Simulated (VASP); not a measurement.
# RbBr (Pm-3m) in VASP: a series of runs, part 2 of 2

VASP 6.6.1. The steps go on from the part before.

### Step 5. Single point, r2SCAN

Contents of INCAR:

```
PREC     = Accurate       # precision mode
ENCUT    = 400            # plane-wave cutoff, eV
EDIFF    = 1E-6           # SCF threshold, eV
ISMEAR   = 0              # smearing method
SIGMA    = 0.05           # smearing width, eV
LREAL    = F              # projectors in reciprocal space
LASPH    = F              # aspherical terms in the spheres
NELM     = 100            # most SCF steps
ALGO     = Normal         # electronic algorithm
ISIF     = 2              # what is computed and relaxed
LWAVE    = F              # write WAVECAR
LCHARG   = F              # write CHGCAR
METAGGA  = R2SCAN         # meta-GGA
LMIXTAU  = T            
ADDGRID  = F
```

Contents of KPOINTS:

```
Automatic mesh
0
Gamma
  6 6 6
```

Contents of POSCAR:

```
RbBr
1.0
    4.1260773000      0.0000000000      0.0000000000
    0.0000000000      4.1260773000      0.0000000000
    0.0000000000      0.0000000000      4.1260773000
Rb Br
1 1
Direct
    0.0000000000      0.0000000000      0.0000000000
    0.5000000000      0.5000000000      0.5000000000
```

Potentials or basis: VASP PAW PBE potentials, release 64 (Rb_sv, Br).

On the command line:

```bash
> cat potpaw_PBE.64/Rb_sv/POTCAR potpaw_PBE.64/Br/POTCAR > POTCAR
> mpirun -np 1 vasp_std > vasp.out
```

OUTCAR:

```text
PREC = Accurate
   ENCUT = 400
   EDIFF = 1E-6
   ISMEAR = 0
   LREAL = F
   LASPH = F
   NELM = 100
   ISIF = 2
   METAGGA = R2SCAN
     LASPH = .TRUE.)

 Found     20 irreducible k-points:

 Following reciprocal coordinates:
            Coordinates               Weight
  0.000000  0.000000  0.000000      1.000000
  0.166667  0.000000  0.000000      6.000000
  0.333333  0.000000  0.000000      6.000000
  0.500000  0.000000  0.000000      3.000000
  0.166667  0.166667  0.000000     12.000000
  0.333333  0.166667  0.000000     24.000000
   k-points           NKPTS =     20   k-points in BZ     NKDIM =     20   number of bands    NBANDS=     12
   number of dos      NEDOS =    301   number of ions     NIONS =      2
   total plane-waves  NPLWV =  21952
   dimension x,y,z NGX =    28 NGY =   28 NGZ =   28
   dimension x,y,z NGXF=    56 NGYF=   56 NGZF=   56
   ions per type =               1   1
   NGX,Y,Z   is equivalent  to a cutoff of  11.28, 11.28, 11.28 a.u.
   NGXF,Y,Z  is equivalent  to a cutoff of  22.56, 22.56, 22.56 a.u.
 SYSTEM =  unknown system
   PREC   = accura    normal or accurate (medium, high low for compatibility)
   ISTART =      0    job   : 0-new  1-cont  2-samecut
   ICHARG =      2    charge: 1-file 2-atom 10-const
   ISPIN  =      1    spin polarized calculation?
   LNONCOLLINEAR =      F non collinear calculations
   LSORBIT =      F    spin-orbit coupling
   LASPH  =      F    aspherical Exc in radial PAW
   ENCUT  =  400.0 eV  29.40 Ry    5.42 a.u.   6.73  6.73  6.73*2*pi/ulx,y,z
   NELM   =    100;   NELMIN=  2; NELMDL= -5     # of ELM steps
   EDIFF  = 0.1E-05   stopping-criterion for ELM
   LREAL  =      F    real-space projection
   EDIFFG = 0.1E-04   stopping-criterion for IOM
   NSW    =      0    number of steps for IOM
   IBRION =     -1    ionic relax: 0-MD 1-quasi-New 2-CG
   NFREE  =      0    steps in history (QN), initial steepest desc. (CG)
   ISIF   =      2    stress and relaxation
   ISYM   =      2    0-nonsym 1-usesym 2-fastsym
   POTIM  = 0.5000    time-step for ionic-motion
   TEBEG  =    0.0;   TEEND  =   0.0 temperature during run
   PSTRESS=    0.0 pullay stress
   NELECT =      16.0000    total number of electrons
   NUPDOWN=      -1.0000    fix difference up-down
   EMIN   =  10.00;   EMAX   =-10.00  energy-range for DOS
   EFERMI =   0.00;   METHOD = LEGACY
   ISMEAR =     0;   SIGMA  =   0.05  broadening in eV -4-tet -1-fermi 0-gaus
   EFERMI_NEDOS =   21; number of points for ismear=-14 and -15
   IALGO  =     38    algorithm
   IMIX   =      4    mixing-type and parameters
     AMIX     =   0.40;   BMIX     =  1.00
     AMIX_MAG =   1.60;   BMIX_MAG =  1.00
  volume/ion in A,a.u.               =      35.12       237.02
  Fermi-wavevector in a.u.,A,eV,Ry     =   0.999795  1.889338 13.600238  0.999589
  Thomas-Fermi vector in A             =   2.132108
   LORBIT       =      0    0 simple, 1 ext, 2 COOP (PROOUT), +10 PAW based schemes
   METAGGA = R2SCAN    functional components
   LHFCALC =     F    Hartree Fock is set to
   AEXX    =    0.0000 exact exchange contribution
   IVDW    =     0    specifies the selected vdW correction
   LEPSILON=     F    determine dielectric tensor
   LRPA    =     F    only Hartree local field effects (RPA)
 non-spin polarized calculation
 Gauss-broadening in eV      SIGMA  =   0.05
  energy-cutoff  :      400.00
  volume of cell :       70.24
 maximum number of plane-waves:      1328
 NGX is ok and might be reduce to    28
   NGX = 13   NGY = 13   NGZ = 13

 number of electron      16.0000007 magnetization

 Free energy of the ion-electron system (eV)
  ---------------------------------------------------
  ext. energy  EPLUGINS =         0.00000000
  ---------------------------------------------------
  free energy    TOTEN  =       -31.11040553 eV

  energy without entropy =      -31.11040553  energy(sigma->0) =      -31.11040553

 E-fermi :  -0.8303     XC(G=0):  -8.3260

 val. band max:       -1.0505750433   @ k =   0.5000   0.5000   0.0000
 cond. band min:       3.7807660789   @ k =   0.0000   0.0000   0.0000
 fundamental gap:      4.8313411222
 Fermi energy:        -0.8302533474

 k-point     1 :       0.0000    0.0000    0.0000
  band No.  band energies     occupation
      1     -26.9381      2.00000
      2     -14.1078      2.00000
      3     -10.3753      2.00000
      4     -10.3753      2.00000
      5     -10.3753      2.00000
      6      -1.2047      2.00000
      7      -1.2047      2.00000
      8      -1.2047      2.00000
      9       3.7808      0.00000
     10       5.0654      0.00000
     11       5.0654      0.00000
     12       9.6724      0.00000

 k-point     2 :       0.1667    0.0000    0.0000
  band No.  band energies     occupation
      1     -26.9329      2.00000
      2     -14.1051      2.00000
      3     -10.4102      2.00000
      4     -10.3636      2.00000
      5     -10.3636      2.00000
      6      -1.6849      2.00000
      7      -1.2212      2.00000
      8      -1.2212      2.00000
      9       4.4237      0.00000
     10       5.2803      0.00000
     11       5.6810      0.00000
     12       9.5366      0.00000

 k-point     3 :       0.3333    0.0000    0.0000
  band No.  band energies     occupation
      1     -26.9225      2.00000
      2     -14.1019      2.00000
      3     -10.4714      2.00000
      4     -10.3399      2.00000
      5     -10.3399      2.00000
      6      -2.4375      2.00000
      7      -1.2560      2.00000
      8      -1.2560      2.00000
      9       5.7511      0.00000
     10       5.8763      0.00000
     11       6.9379      0.00000
     12       9.2637      0.00000

 k-point     4 :       0.5000    0.0000    0.0000
  band No.  band energies     occupation
      1     -26.9172      2.00000
      2     -14.1013      2.00000
      3     -10.4977      2.00000
      4     -10.3279      2.00000
      5     -10.3279      2.00000
      6      -2.7537      2.00000
      7      -1.2742      2.00000
      8      -1.2742      2.00000
      9       6.4045      0.00000
     10       6.7583      0.00000
     11       7.3159      0.00000
     12       8.3082      0.00000

 k-point     5 :       0.1667    0.1667    0.0000
  band No.  band energies     occupation
      1     -26.9278      2.00000
      2     -14.0920      2.00000
      3     -10.4535      2.00000
      4     -10.3703      2.00000
      5     -10.3527      2.00000
      6      -1.7766      2.00000
      7      -1.4956      2.00000
      8      -1.2204      2.00000
      9       4.9072      0.00000
     10       5.6333      0.00000
     11       6.0702      0.00000
     12       8.9747      0.00000

 k-point     6 :       0.3333    0.1667    0.0000
  band No.  band energies     occupation
      1     -26.9176      2.00000
      2     -14.0673      2.00000
      3     -10.5182      2.00000
      4     -10.3990      2.00000
      5     -10.3309      2.00000
      6      -2.3314      2.00000
      7      -1.5326      2.00000
      8      -1.2202      2.00000
      9       5.8313      0.00000
     10       6.0856      0.00000
     11       7.1829      0.00000
     12       8.6785      0.00000

 [... further k-points ...]

------------------------ aborting loop because EDIFF is reached ----------------------------------------

  FORCE on cell =-STRESS in cart. coord.  units (eV):
  Direction    XX          YY          ZZ          XY          YZ          ZX
  --------------------------------------------------------------------------------------
  -------------------------------------------------------------------------------------
  Total        0.0105772      0.0105772      0.0105772      0.0000000      0.0000000      0.0000000
  in kB        0.2412514      0.2412514      0.2412514      0.0000000      0.0000000      0.0000000
  external PRESSURE =       0.2412514 kB  Pullay stress =       0.0000000 kB

 VOLUME and BASIS-vectors are now :
 -----------------------------------------------------------------------------
  energy-cutoff  :      400.00
  volume of cell :       70.24
      direct lattice vectors                 reciprocal lattice vectors
     4.126077300  0.000000000  0.000000000     0.242360947  0.000000000  0.000000000
     0.000000000  4.126077300  0.000000000     0.000000000  0.242360947  0.000000000
     0.000000000  0.000000000  4.126077300     0.000000000  0.000000000  0.242360947

 POSITION                                       TOTAL-FORCE (eV/Angst)
 -----------------------------------------------------------------------------------
      0.00000      0.00000      0.00000         0.000000      0.000000      0.000000
      2.06304      2.06304      2.06304         0.000000      0.000000      0.000000
 -----------------------------------------------------------------------------------
    total drift:                               -0.000000      0.000000      0.000000

  FREE ENERGIE OF THE ION-ELECTRON SYSTEM (eV)
  ---------------------------------------------------
  free  energy   TOTEN  =       -31.1104055286 eV

  energy  without entropy=      -31.1104055286  energy(sigma->0) =      -31.11040553
```

It took 24 s on 1 thread of Intel Xeon 6975P-C (Granite Rapids), shared host; peak memory 0.16 GiB.

These settings aren't checked as converged: the numbers below hold their error.

Results:

```yaml
Free_energy: -31.1104 eV
Pressure: 0.0 GPa
Band_gap_on_the_k_mesh: 4.83 eV, indirect (least direct gap 4.99 eV)
```

Caveat: the PAW data sets were made with another functional, which shifts forces and pressure a little.
